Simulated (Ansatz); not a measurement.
The cell is COD entry 9013008, as deposited and not checked against the literature; nothing was relaxed. The listed cell was then made from it by scaling, straining or moving an atom.

An input for Sb: DFT, PBE, PAW with Ansatz's default frozen-core files, scalar-relativistic (Ansatz 0.2.0).

Command: `ansatz run input.yaml --threads 1 --pin off --max-ram 3072MiB --backend cpu --events-out ev --progress --plain --runs-dir out` The run took 1.5 s on 1 thread of Intel(R) Xeon(R) 6975P-C (Granite Rapids), with other jobs on the host, peak memory 0.37 GiB.

```yaml
crystal:
  lattice:
    - [3.170498416, 0.0, 0.0]
    - [0.0, 3.170498416, 0.0]
    - [0.0, 0.0, 3.170498416]
  atoms:
    - { symbol: Sb, position: [0.0, 0.0, 0.0] }
kpoints:
  mp_grid: { grid: [13, 13, 13] }
scf:
  occupations: { method: fermi_dirac, width: 0.05 }
hamiltonian:
  xc: pbe
  pseudopotentials: { kind: paw }
output:
  forces: true
  stress: true
  eigenvalues: true
  efg: { contact_densities: true }
```

The results part of the log:

```
SCF 1 converged in 6 iterations: F = -6484.436531 eV  dr2 = 2.03e-10
  greatest PAW one-centre occupation: 0.996 electrons in one spin orbital (limit 2), on the Sb atom at site 0 (counted from 0), in its partial waves of l = 2
SCF converged after 6 iterations
Free energy (F): -6484.436531 eV
Harris-Foulkes:  -6484.436531 eV  (|F-HF|=2.14e-10)
Internal energy: -6484.433438 eV  (E = F + TS)
E sigma→0 (E₀):  -6484.434985 eV
Entropy (-TS):   -0.003093 eV (-3.093 meV/atom)
Fermi energy:    9.043316 eV
--- Per-component energies (eV) ---
  E_band       = -180.200052
  E_kinetic    = 205.606981
  E_local      = -1620.204998  (includes V_loc(G=0)·N_el)
  E_nonlocal   = 361.789779
  E_hartree    = 730.943138
  E_xc         = -137.874558
  E_vxc        = -95.475562  (∫ρ·V_xc dr)
  E_paw        = -4574.982045  (= ΣΔE_a)
  E_vpaw       = -493.801788  (= ΣTr[D̂ρ^β])
  E_aug_tail   = -0.000002  (compensation charges beyond the density's cutoff)
  E_ewald      = -1449.711734
  E_smearing   = -0.003093  (= −TS)
  E_closure    = -0.000000  (closes the sum)
  Σ components = -6484.436531   (vs F -6484.436531, Δ=0.00e0)
--- Forces (eV/Å), atoms counted from 1 ---
  atom   1  Sb    -0.00000000     0.00000000    -0.00000000
  max |Σ_I F_I| component: 4.93e-32 eV/Å
--- Stress (GPa, compression-positive) ---
       -2.926741      -0.000000       0.000000
       -0.000000      -2.926741       0.000000
        0.000000       0.000000      -2.926741
  P = ⅓ Tr σ = -2.9267 GPa (-29.267 kbar)
--- PAW observables at the nuclei: V_zz in 10²¹ V/m², potentials from the cell's mean, atoms counted from 1 ---
  atom   1  Sb V_zz =    +0.000000   η = 0.0000   by run symmetry: forbidden
            electrostatic potential = -8408.763547 V   contact ρ = 1350127.626638 e/Å³
--- Band table (eV; the first three rows and the last of 84) ---
  k-point 0: bands = ["-20.1255", "-20.1255", "-19.9876", "-19.9876", "-19.9876", "-2.9101", "12.0886", "12.0886", "12.0886", "16.0208", "16.0208", "16.8489"]
  k-point 1: bands = ["-20.1252", "-20.1183", "-19.9896", "-19.9896", "-19.9874", "-2.8302", "11.1074", "12.1658", "12.1658", "16.0904", "16.5121", "17.5590"]
  k-point 2: bands = ["-20.1244", "-20.0984", "-19.9952", "-19.9952", "-19.9870", "-2.5934", "9.3563", "12.3904", "12.3904", "16.2982", "16.8319", "19.6400"]
  k-point 83: bands = ["-20.0598", "-20.0598", "-20.0598", "-19.9287", "-19.9287", "3.8323", "7.5136", "7.5136", "7.6417", "13.8928", "14.0856", "14.0856"]
```
